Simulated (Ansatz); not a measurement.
Crystal: Ni.

```
Ni
1.0
    -1.38372    1.38372    1.38372
     1.38372   -1.38372    1.38372
     1.38372    1.38372   -1.38372
Ni
1
Cartesian
  0.0000 0.0000 0.0000
```

This isn't the form of Ni at room conditions, which is fcc.

Base run:

| Property | Result |
| --- | --- |
| Program | Ansatz 0.2.0 |
| Functional | PBEsol |
| Potentials or basis | all-electron LAPW, scalar-relativistic |
| Cutoff | 339 eV (chosen from the basis error) |
| Basis error allowed | 0.001 eV/atom |
| k mesh | 13 × 13 × 13 |
| Occupations | fermi-dirac, width 0.05 eV |
| Spin | collinear spin, ferromagnetic start |
| Starting moments | [1.0] μB |

Its results: pressure -2.4 GPa; net moment 0.59 μB per cell; site moments Ni +0.61 μB.

**Question.** The run is repeated on the same cell with these changes: functional from PBEsol to LDA. What comes out?

**Answer.** Pressure -10.3 GPa; net moment 0.55 μB per cell; site moments Ni +0.56 μB.

LDA binds more tightly than PBEsol, so the same cell stands under less pressure.
